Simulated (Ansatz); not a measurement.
# C under changes of volume

One of the cells (5.672 Å³/atom); the others are scaled copies at fixed shape and fractional positions:

```
C
1.0
     2.52210    0.00000    0.00000
    -1.26105    2.18420    0.00000
     0.00000    0.00000   12.35570
C
12
Direct
  0.66667 0.33333 0.35417
  0.33333 0.66667 0.85417
  0.66667 0.33333 0.14583
  0.33333 0.66667 0.64583
  0.66667 0.33333 0.47917
  0.33333 0.66667 0.97917
  0.66667 0.33333 0.02083
  0.33333 0.66667 0.52083
  0.00000 0.00000 0.81250
  0.00000 0.00000 0.31250
  0.00000 0.00000 0.68750
  0.00000 0.00000 0.18750
```

This is a hexagonal form of diamond, not graphite.

* Program: Ansatz 0.2.0
* Functional: PBE
* Potentials or basis: Ansatz PAW
* Cutoff: 420 eV (not typed: the program's choice for these potentials)
* k mesh: 12 × 12 × 3
* Occupations: fermi-dirac, width 0.05 eV
* Spin: no spin polarisation

| volume (Å³/atom) | energy over the lowest point (meV/atom) | pressure (GPa) | gap on the mesh (eV) | largest force (eV/Å) |
| --- | --- | --- | --- | --- |
| 5.332 | 35.37 | 32.6 | 4.55 | 0.367 |
| 5.445 | ? | ? | ? | ? |
| 5.559 | 4.72 | 11.3 | 4.44 | 0.342 |
| 5.672 | 0.00 | 2.1 | 4.39 | 0.331 |
| 5.786 | 1.58 | -6.3 | 4.33 | 0.320 |
| 5.899 | 8.82 | -14.0 | 4.29 | 0.310 |
| 6.012 | 21.24 | -21.0 | 4.24 | 0.300 |

What does the run at 5.445 Å³/atom give?

Energy over the lowest point 16.30 meV/atom; pressure 21.5 GPa; gap on the mesh 4.49 eV; largest force 0.354 eV/Å.

Worked out: A Birch-Murnaghan fit of order 3 (a polynomial in V^(-2/3)) to the other rows has its minimum at 5.70 Å³/atom with B0 = V·E''(V) = 434 GPa and B' = 3.6 at fixed shape and positions, which overstates the stiffness. It gives 16.35 meV/atom at 5.445 Å³/atom, against the run's 16.30, and -dE/dV = 21.5 GPa, against 21.5. A straight line through the other rows of the gap, of slope -2.59 eV per unit of ln V, gives 4.49 eV, against the run's 4.49.

Energies are extrapolated to zero smearing.

Caveats: odd divisions of the mesh miss points on the zone boundary, where band edges often lie, so the gap on the mesh can be too wide.

A mesh can miss the band edges.
